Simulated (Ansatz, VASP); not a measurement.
## One calculation of Si, two programs

File INCAR:

```
SYSTEM = Si
PREC = Accurate
ENCUT = 520
EDIFF = 1E-6
ISMEAR = 0
SIGMA = 0.05
LREAL = .FALSE.
LASPH = .TRUE.
NELM = 60
ALGO = Normal
ISIF = 2
LWAVE = .FALSE.
LCHARG = .FALSE.
GGA = CA
NBANDS = 11
```

The input KPOINTS:

```
Automatic mesh
0
G
  12 12 12
  0 0 0
```

The input POSCAR:

```
Si
1.0
    0.0000000000      2.7154700000      2.7154700000
    2.7154700000      0.0000000000      2.7154700000
    2.7154700000      2.7154700000      0.0000000000
Si
2
Direct
    0.5000000000      0.5000000000      0.5000000000
    0.7500000000      0.7500000000      0.7500000000
```

Input for Ansatz:

```yaml
crystal:
  lattice:
    - [0.0, 2.71547, 2.71547]
    - [2.71547, 0.0, 2.71547]
    - [2.71547, 2.71547, 0.0]
  atoms:
    - { symbol: Si, position: [0.5, 0.5, 0.5] }
    - { symbol: Si, position: [0.75, 0.75, 0.75] }
basis:
  ecutwfc: 420
kpoints:
  mp_grid: { grid: [12, 12, 12] }
hamiltonian:
  xc: lda
scf:
  occupations: { method: gaussian, width: 0.05 }
output:
  forces: true
  stress: true
  eigenvalues: true
  write_density: true
  write_potential: true
  elf: true
  volumetric_format: npy
```

Alike in both runs: task single point; functional LDA; k mesh 12 × 12 × 12; occupations gaussian, width 0.05 eV; no spin polarisation.

|  | VASP | Ansatz |
| --- | --- | --- |
| version | VASP 6.6.1 | Ansatz 0.2.0 |
| potentials or method | VASP PAW LDA potentials, release 64 (Si) | scalar-relativistic, plane waves, PAW |
| plane-wave cutoff (eV) | 520 | 420 |
| valence electrons in the cell | 8 | 8 |

|  | VASP | Ansatz | Ansatz less VASP |
| --- | --- | --- | --- |
| gap on the k mesh at the Fermi level (eV) | 0.47 | 0.47 | +0.001 |
| least direct gap on the mesh (eV) | 2.52 | 2.53 | +0.002 |
| pressure (GPa) | -1.5 | -1.5 | -0.04 |
